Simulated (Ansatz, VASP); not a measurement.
# One calculation of AlN, two programs

```
Al N
1.0
     3.12989    0.00000    0.00000
    -1.56494    2.71056    0.00000
     0.00000    0.00000    5.41830
Al N
2 2
Direct
  0.33333 0.66667 0.00551
  0.66667 0.33333 0.50551
  0.33333 0.66667 0.37949
  0.66667 0.33333 0.87949
```

Alike in both runs: functional PBE; k mesh 9 × 9 × 6; occupations gaussian, width 0.05 eV; no spin polarisation.

Ansatz relaxed the structure, and its values are those at the end. VASP's run is a single point on that final structure, the one shown.

```csv
,VASP,Ansatz
version,VASP 6.6.1,Ansatz 0.2.0
potentials or method,"VASP PAW PBE potentials, release 64 (Al, N)","scalar-relativistic, plane waves, PAW"
plane-wave cutoff (eV),520,520
valence electrons in the cell,16,16
```

```csv
,VASP,Ansatz,Ansatz less VASP
gap on the k mesh at the Fermi level (eV),3.22,3.22,-0.002
least direct gap on the mesh (eV),3.22,3.22,-0.002
pressure (GPa),-12.1,-11.9,+0.17
```

Ansatz warned: «stress_scf_threshold_loose».

Expect the measured gap to be larger: semilocal functionals such as PBE lack the derivative discontinuity.
